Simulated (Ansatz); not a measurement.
Li$_{2}$O: computed DOS

Space group Fm-3m (No. 225). a = 4.619 Å, b = 4.619 Å, c = 4.619 Å, α = 90.00°, β = 90.00°, γ = 90.00°
```csv
atom,site,symmetry,x,y,z
Li,8c,-43m,0.2500,0.7500,0.7500
O,4a,m-3m,0.0000,0.0000,0.0000
```

The runs use the primitive cell with vectors (0.000, 2.309, 2.309), (2.309, 0.000, 2.309), (2.309, 2.309, 0.000) Å, to which the k mesh refers.

The cell is COD entry 1011372, as deposited and not checked against the literature; nothing was relaxed.

Method: DFT, PBEsol, all-electron LAPW, scalar-relativistic (Ansatz 0.2.0).

The runs use a Γ-centred 9×9×9 k mesh, Fermi–Dirac smearing of 0.03 eV, basis error target 0.5 meV/atom, no spin polarisation.

States per eV and cell, averaged over 0.6 eV, from -2.7 to 5.5 eV, with energies (bin centres) from the valence-band top; empty bins are left out. The partial columns, the largest 2 alone, are projections on Löwdin-orthogonalised atomic shells (those that the program's projection atoms carry: the occupied ones and, for some elements, an empty d or f shell; other empty shells have no column), summed over atoms of an element. Weights on diffuse s and p shells depend on that basis and aren't pure angular character.

```
E (eV)  total  O 2p  Li 2s
  -2.5   1.08  0.86   0.18
  -1.9   1.70  1.42   0.21
  -1.3   2.84  2.60   0.14
  -0.7   3.42  3.26   0.05
  -0.1   0.96  0.94   0.00
   5.3   0.15  0.01   0.04
```

(1) Which of the resolved shells contributes most in the top eV of the valence band?

Answers

(1) O 2p, with 96 % of all states there; Li 2s follows with 1 %.
